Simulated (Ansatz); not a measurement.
I (begun as hcp type, now distorted hcp), DFT, PBE, all-electron LAPW, scalar-relativistic (Ansatz 0.2.0), on 1 thread of Intel(R) Xeon(R) 6975P-C (Granite Rapids) (shared host).

Command: `ansatz run input.yaml --threads 1 --pin off --max-ram 2048MiB --backend cpu --events-out ev --progress --plain --runs-dir out`

```yaml
crystal:
  lattice:
    - [3.8087177912, 0.0, 0.0]
    - [-1.9043588956, 3.298446363, 0.0]
    - [0.0, 0.0, 4.931424112]
  atoms:
    - { symbol: I, position: [0.3333333333, 0.6666666667, 0.25] }
    - { symbol: I, position: [0.6666666667, 0.3333333333, 0.75] }
kpoints:
  mp_grid: { grid: [12, 12, 7] }
scf:
  occupations: { method: fermi_dirac, width: 0.08 }
hamiltonian:
  xc: pbe
  pseudopotentials: { kind: all_electron, lapw: { basis_error: 0.001 } }
output:
  forces: true
  stress: true
  eigenvalues: true
  populations: true
```

Task: How large is the problem that the program sets up?

Result: 76 irreducible k-points, 249 plane waves at Γ, 30 bands.

Task: About how long does it take?

Result: 8.9 s of wall time for 8 SCF iterations. Times on shared machines scatter by tens of per cent.
